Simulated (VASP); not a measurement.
# B (R-3m) in VASP: a series of runs

Runs on B. Level: RPBE. Tasks: single point.

Everything below comes from runs of VASP 6.6.1. Logs are shortened: lines on timing, memory, paths and dates and some standing lists are left out, and cuts for length are marked.

## (1) The crystal as given

It takes space group R-3m (No. 166, trigonal). Conventional cell: a = 4.927 Å, b = 4.927 Å, c = 12.622 Å, α = 90.00°, β = 90.00°, γ = 120.00°. B (site symmetry m) has 6 B at 1.68 to 1.81 Å as nearest neighbours. B (site symmetry m) has 7 B at 1.79 to 2.02 Å as nearest neighbours.

## (2) Single point, RPBE

File INCAR:

```
PREC = Accurate
ENCUT = 520
EDIFF = 1E-6
ISMEAR = -1
SIGMA = 0.05
LREAL = False
LASPH = True
NELM = 100
ALGO = Fast
ISIF = 2
LWAVE = False
LCHARG = True
GGA = RP
LELF = True
LVHAR = True
NBANDS = 30
```

File KPOINTS:

```
regular mesh
0
Gamma
  7 7 7
```

File POSCAR:

```
B
1.0
    2.4637105808      1.4224239670      4.2073601996
   -2.4637105808      1.4224239670      4.2073601996
    0.0000000000     -2.8448479340      4.2073601996
B
12
Direct
    0.0101827327      0.6539939251      0.0101827327
    0.0101827327      0.0101827327      0.6539939251
    0.6539939251      0.0101827327      0.0101827327
    0.9898172673      0.3460060749      0.9898172673
    0.3460060749      0.9898172673      0.9898172673
    0.9898172673      0.9898172673      0.3460060749
    0.2208552407      0.6308556734      0.2208552407
    0.2208552407      0.2208552407      0.6308556734
    0.6308556734      0.2208552407      0.2208552407
    0.7791447593      0.3691443266      0.7791447593
    0.3691443266      0.7791447593      0.7791447593
    0.7791447593      0.7791447593      0.3691443266
```

Potentials or basis: VASP PAW PBE potentials, release 64 (B).

The run is started by

```bash
> cat potpaw_PBE.64/B/POTCAR > POTCAR
> mpirun -np 1 vasp_std > vasp.out
```

OUTCAR:

```text
PREC = Accurate
   ENCUT = 520
   EDIFF = 1E-6
   ISMEAR = -1
   LREAL = False
   LASPH = True
   NELM = 100
   ISIF = 2
   GGA = RP

 ion  position               nearest neighbor table
   1  0.010  0.654  0.010-   4 1.68   2 1.76   3 1.76   7 1.80  11 1.81  12 1.81
   2  0.010  0.010  0.654-   6 1.68   3 1.76   1 1.76   8 1.80  10 1.81  11 1.81
   3  0.654  0.010  0.010-   5 1.68   2 1.76   1 1.76   9 1.80  10 1.81  12 1.81
   4  0.990  0.346  0.990-   1 1.68   6 1.76   5 1.76  10 1.80   9 1.81   8 1.81
   5  0.346  0.990  0.990-   3 1.68   6 1.76   4 1.76  11 1.80   7 1.81   8 1.81
   6  0.990  0.990  0.346-   2 1.68   4 1.76   5 1.76  12 1.80   9 1.81   7 1.81
   7  0.221  0.631  0.221-  11 1.79  12 1.79   1 1.80   5 1.81   6 1.81   8 2.02   9 2.02
   8  0.221  0.221  0.631-  10 1.79  11 1.79   2 1.80   4 1.81   5 1.81   7 2.02   9 2.02
   9  0.631  0.221  0.221-  10 1.79  12 1.79   3 1.80   4 1.81   6 1.81   8 2.02   7 2.02
  10  0.779  0.369  0.779-   9 1.79   8 1.79   4 1.80   3 1.81   2 1.81  12 2.02  11 2.02
  11  0.369  0.779  0.779-   7 1.79   8 1.79   5 1.80   1 1.81   2 1.81  12 2.02  10 2.02
  12  0.779  0.779  0.369-   7 1.79   9 1.79   6 1.80   3 1.81   1 1.81  10 2.02  11 2.02

  LATTYP: Found a trigonal (rhomboedric) cell.
 ALAT       =     5.0788817290
 COS(alpha) =     0.5293769720

  Lattice vectors:

 A1 = (   2.4637105808,   1.4224239670,   4.2073601996)
 A2 = (  -2.4637105808,   1.4224239670,   4.2073601996)
 A3 = (   0.0000000000,  -2.8448479340,   4.2073601996)

Analysis of symmetry for initial positions (statically):
=====================================================================
 Subroutine PRICEL returns:
 Original cell was already a primitive cell.

 Routine SETGRP: Setting up the symmetry group for a
 trigonal (rhombohedral) supercell.

 Subroutine GETGRP returns: Found 12 space group operations
 (whereof 12 operations were pure point group operations)
 out of a pool of 12 trial point group operations.

The static configuration has the point symmetry D_3d.

Analysis of symmetry for dynamics (positions and initial velocities):
=====================================================================
 Subroutine PRICEL returns:
 Original cell was already a primitive cell.

 Routine SETGRP: Setting up the symmetry group for a
 trigonal (rhombohedral) supercell.

 Subroutine GETGRP returns: Found 12 space group operations
 (whereof 12 operations were pure point group operations)
 out of a pool of 12 trial point group operations.

The dynamic configuration has the point symmetry D_3d.

 Subroutine INISYM returns: Found 12 space group operations
[... 132 lines left out ...]
   ISMEAR =    -1;   SIGMA  =   0.05  broadening in eV -4-tet -1-fermi 0-gaus
   EFERMI_NEDOS =   21; number of points for ismear=-14 and -15
   IALGO  =     68    algorithm
   IMIX   =      4    mixing-type and parameters
     AMIX     =   0.40;   BMIX     =  1.00
     AMIX_MAG =   1.60;   BMIX_MAG =  1.00
  volume/ion in A,a.u.               =       7.37        49.75
  Fermi-wavevector in a.u.,A,eV,Ry     =   1.213154  2.292528 20.024259  1.471741
  Thomas-Fermi vector in A             =   2.348615
   LORBIT       =      0    0 simple, 1 ext, 2 COOP (PROOUT), +10 PAW based schemes
   GGA     = RP    functional components
   LHFCALC =     F    Hartree Fock is set to
   AEXX    =    0.0000 exact exchange contribution
   IVDW    =     0    specifies the selected vdW correction
   LEPSILON=     F    determine dielectric tensor
   LRPA    =     F    only Hartree local field effects (RPA)
 non-spin polarized calculation
 RMM-DIIS sequential band-by-band and
  energy-cutoff  :      520.00
  volume of cell :       88.47
 maximum number of plane-waves:      2408
 NGX is ok and might be reduce to    40
   NGX = 19   NGY = 19   NGZ = 19

 number of electron      36.0000000 magnetization

 Free energy of the ion-electron system (eV)
  ---------------------------------------------------
  ext. energy  EPLUGINS =         0.00000000
  ---------------------------------------------------
  free energy    TOTEN  =       -76.78368951 eV

  energy without entropy =      -76.78368948  energy(sigma->0) =      -76.78368949

 E-fermi :   6.5223     XC(G=0): -11.4269

 val. band max:        5.8468423811   @ k =   0.4286   0.4286   0.4286
 cond. band min:       7.2765441250   @ k =  -0.2857   0.2857   0.2857
 fundamental gap:      1.4297017439
 Fermi energy:         6.5222812726

 k-point     1 :       0.0000    0.0000    0.0000
  band No.  band energies     occupation
      1     -10.2305      2.00000
      2      -4.5558      2.00000
      3      -4.3020      2.00000
      4      -4.3020      2.00000
      5      -3.1804      2.00000
      6      -2.5563      2.00000
[... 781 lines left out ...]
     29      14.9364      0.00000
     30      15.4348      0.00000

 [... further k-points ...]

------------------------ aborting loop because EDIFF is reached ----------------------------------------

  FORCE on cell =-STRESS in cart. coord.  units (eV):
  Direction    XX          YY          ZZ          XY          YZ          ZX
  --------------------------------------------------------------------------------------
  -------------------------------------------------------------------------------------
  Total       -0.0197003     -0.0197003      0.0141122      0.0000000      0.0000000      0.0000000
  in kB       -0.3567832     -0.3567832      0.2555801      0.0000000      0.0000000      0.0000000
  external PRESSURE =      -0.1526621 kB  Pullay stress =       0.0000000 kB

 VOLUME and BASIS-vectors are now :
 -----------------------------------------------------------------------------
  energy-cutoff  :      520.00
  volume of cell :       88.47
      direct lattice vectors                 reciprocal lattice vectors
     2.463710581  1.422423967  4.207360200     0.202945916  0.117170879  0.079226241
    -2.463710581  1.422423967  4.207360200    -0.202945916  0.117170879  0.079226241
     0.000000000 -2.844847934  4.207360200     0.000000000 -0.234341758  0.079226241

 POSITION                                       TOTAL-FORCE (eV/Angst)
 -----------------------------------------------------------------------------------
     -1.58616      0.91577      2.83727         0.008492     -0.004903     -0.003715
      0.00000     -1.83154      2.83727        -0.000000      0.009805     -0.003715
      1.58616      0.91577      2.83727        -0.008492     -0.004903     -0.003715
      1.58616     -0.91577      9.78481        -0.008492      0.004903      0.003715
     -1.58616     -0.91577      9.78481         0.008492      0.004903      0.003715
      0.00000      1.83154      9.78481        -0.000000     -0.009805      0.003715
     -1.01012      0.58319      4.51267         0.013507     -0.007798      0.001894
      0.00000     -1.16639      4.51267        -0.000000      0.015596      0.001894
      1.01012      0.58319      4.51267        -0.013507     -0.007798      0.001894
      1.01012     -0.58319      8.10941        -0.013507      0.007798     -0.001894
     -1.01012     -0.58319      8.10941         0.013507      0.007798     -0.001894
      0.00000      1.16639      8.10941        -0.000000     -0.015596     -0.001894
 -----------------------------------------------------------------------------------
    total drift:                               -0.000000      0.000000     -0.000000

  FREE ENERGIE OF THE ION-ELECTRON SYSTEM (eV)
  ---------------------------------------------------
  free  energy   TOTEN  =       -76.7836895066 eV

  energy  without entropy=      -76.7836894796  energy(sigma->0) =      -76.78368949
```

It took 1.8 min on 1 thread of Intel Xeon Platinum 8559C (Emerald Rapids), shared host; peak memory 0.26 GiB.

What came out:

```
Free energy            : -76.7837 eV
Pressure               : 0.0 GPa
Largest force          : 0.016 eV/Å
Band gap on the k mesh : 1.43 eV, indirect (least direct gap 1.90 eV)
```

Forces on the atoms (eV/Å):
```
B    0.008 -0.005 -0.004
B    0.000  0.010 -0.004
B   -0.008 -0.005 -0.004
B   -0.008  0.005  0.004
B    0.008  0.005  0.004
B    0.000 -0.010  0.004
B    0.014 -0.008  0.002
B    0.000  0.016  0.002
B   -0.014 -0.008  0.002
B   -0.014  0.008 -0.002
B    0.014  0.008 -0.002
B    0.000 -0.016 -0.002
```

Levels at points of the mesh, in eV from the valence-band top:
```tsv
k point	band 16	band 17	band 18	band 19	band 20	band 21
(0.00, 0.00, 0.00)	-0.84	-0.84	-0.33	1.58	4.50	4.50
```

Caveat: the PAW data sets were made with another functional, which shifts forces and pressure a little; an odd mesh through Γ misses points on the zone boundary, where band edges often lie.

## (3) Single point, RPBE

File INCAR:

```
SYSTEM = B
ALGO = Normal ; EDIFF = 1E-6
ENCUT = 520 ; GGA = RP
ISIF = 2 ; ISMEAR = -1
LASPH = .TRUE. ; LCHARG = .TRUE.
LELF = .TRUE. ; LREAL = .FALSE.
LVHAR = .TRUE. ; LWAVE = .FALSE.
NBANDS = 30 ; NELM = 100
PREC = Accurate ; SIGMA = 0.05
```

File KPOINTS:

```
k-points
0
G
  4 4 4
  0 0 0
```

POSCAR is that of step 2.

Potentials or basis: VASP PAW PBE potentials, release 64 (B).

The run is started by

```bash
> cat potpaw_PBE.64/B/POTCAR > POTCAR
> mpirun -np 1 vasp_std > vasp.out
```

It took 38 s on 1 thread of Intel Xeon Platinum 8559C (Emerald Rapids), shared host; peak memory 0.22 GiB.

Results (log left out):

```yaml
Free_energy: -76.7734 eV
Pressure: 0.0 GPa
Largest_force: 0.013 eV/Å
Band_gap_on_the_k_mesh: 1.45 eV, indirect (least direct gap 1.91 eV)
```

Forces on the atoms (eV/Å):
```
B    0.007 -0.004 -0.008
B    0.000  0.008 -0.008
B   -0.007 -0.004 -0.008
B   -0.007  0.004  0.008
B    0.007  0.004  0.008
B    0.000 -0.008  0.008
B    0.012 -0.007  0.001
B    0.000  0.013  0.001
B   -0.012 -0.007  0.001
B   -0.012  0.007 -0.001
B    0.012  0.007 -0.001
B    0.000 -0.013 -0.001
```

Levels at points of the mesh, in eV from the valence-band top:
```
           k point  band 14  band 15  band 16  band 17  band 18  band 19  band 20  band 21  band 22  band 23
(0.00, 0.00, 0.00)    -4.36    -1.34    -0.86    -0.86    -0.35     1.56     4.48     4.48     4.69     4.69
(0.50, 0.00, 0.00)    -3.10    -2.64    -1.93    -1.68    -0.62     1.93     3.11     3.63     4.77     4.91
(0.50, 0.50, 0.00)    -3.17    -2.90    -2.59    -2.08    -1.93     1.45     2.66     2.75     3.47     5.30
(0.50, 0.50, 0.50)    -3.37    -2.95    -1.85    -1.85     0.00     2.61     2.75     2.75     4.83     4.83
```

Caveat: the PAW data sets were made with another functional, which shifts forces and pressure a little.
